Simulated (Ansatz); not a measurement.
Re:

```
Re
1.0
     2.76080    0.00000    0.00000
    -1.38040    2.39092    0.00000
     0.00000    0.00000    4.45820
Re
2
Direct
  0.66667 0.33333 0.75000
  0.33333 0.66667 0.25000
```

- Program: Ansatz 0.2.0
- Task: relaxation of cell and atoms
- Functional: RPBE
- Potentials or basis: Ansatz PAW
- Cutoff: 420 eV (not typed: the program's choice for these potentials)
- k mesh: 11 × 11 × 6
- Occupations: fermi-dirac, width 0.05 eV
- Spin: no spin polarisation

At the start: volume 14.71 Å³/atom.

Q: Where does the relaxation end?

A: It ends after 5 steps and the volume is 15.11 Å³/atom (+2.7 %); space group P6_3/mmc (No. 194, to 0.05 Å).

The path:
| step | energy change (eV) | largest force (eV/Å) | volume (Å³) |
| --- | --- | --- | --- |
| 1 | 0.0000 | 0.0000 | 29.43 |
| 2 | -0.0227 | 0.0000 | 30.31 |
| 3 | -0.0231 | 0.0000 | 30.23 |
| 4 | -0.0231 | 0.0000 | 30.22 |
| 5 | -0.0240 | 0.0000 | 30.22 |

Final structure:
```xyz
2
Lattice="2.7842 0.0000 0.0000 -1.3921 2.4111 0.0000 0.0000 0.0000 4.5019" Properties=species:S:1:pos:R:3 pbc="T T T"
Re    1.3921    0.8037    3.3764
Re    0.0000    1.6074    1.1255
```

Caveat: the plane-wave basis is chosen anew once the cell has moved, so the energies of steps on either side of that aren't comparable; the PAW data sets come from PBE, with cores solved anew for the run's functional, which leaves a small shift of forces and pressure.
